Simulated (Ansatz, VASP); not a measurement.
Two plane-wave programs on RbBr3

```xyz
4
Lattice="0.0000 4.1031 4.1031 4.1031 0.0000 4.1031 4.1031 4.1031 0.0000" Properties=species:S:1:pos:R:3 pbc="T T T"
Rb    0.0000    0.0000    0.0000
Br    2.0515    2.0515    2.0515
Br    6.1546    6.1546    6.1546
Br    4.1031    4.1031    4.1031
```

Change from the starting cell: species swapped into the Tc3Ge type (Fm-3m, No. 225).

Alike in both runs: task relaxation of cell and atoms; functional PBE; k mesh 10 × 10 × 10; occupations gaussian, width 0.1 eV; no spin polarisation.

```csv
,VASP,Ansatz
version,VASP 6.6.1,Ansatz 0.2.0
potentials or method,"VASP PAW PBE potentials, release 64 (Rb_sv, Br)","scalar-relativistic, plane waves, PAW"
plane-wave cutoff (eV),600,420
valence electrons in the cell,30,30
```

```csv
,VASP,Ansatz,Ansatz less VASP
"gap on the k mesh at the Fermi level, each at its own relaxed structure (eV)",none,none,-
relaxed volume (Å³/atom),34.59,34.54,-0.056
relaxed cell length with the largest relative difference (Å),5.806,5.803,-0.0031
```

A gap of «none» marks a metal or a gap that the smearing closes.
